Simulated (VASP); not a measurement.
Consider the following.

```xyz
2
Lattice="0.0000 3.0700 3.0700 3.0700 0.0000 3.0700 3.0700 3.0700 0.0000" Properties=species:S:1:pos:R:3 pbc="T T T"
Al     0.0000     0.0000     0.0000
Sb     1.5350     1.5350     1.5350
```

The numbers are results of PBE GGA, VASP's PBE PAW potentials (set 64) (plane waves; VASP), not measurements. Settings: 400 eV cut-off, 7×7×7 Γ-centred mesh, Gaussian smearing of 0.010 eV, potentials Al Sb.

Q: Predict the energy per atom (σ→0), pressure.

A: 
| Item | Value |
|---|---|
| energy per atom (σ→0) | -4.095 eV/atom |
| pressure | 2.44 GPa |

Only differences to runs with the same potentials and settings are physical.

The compound is AlSb in the zinc blende structure. The cell was not relaxed at this level. The run is one of a series of settings (SIGMA = 0.01 against the base run), some of them coarse on purpose.
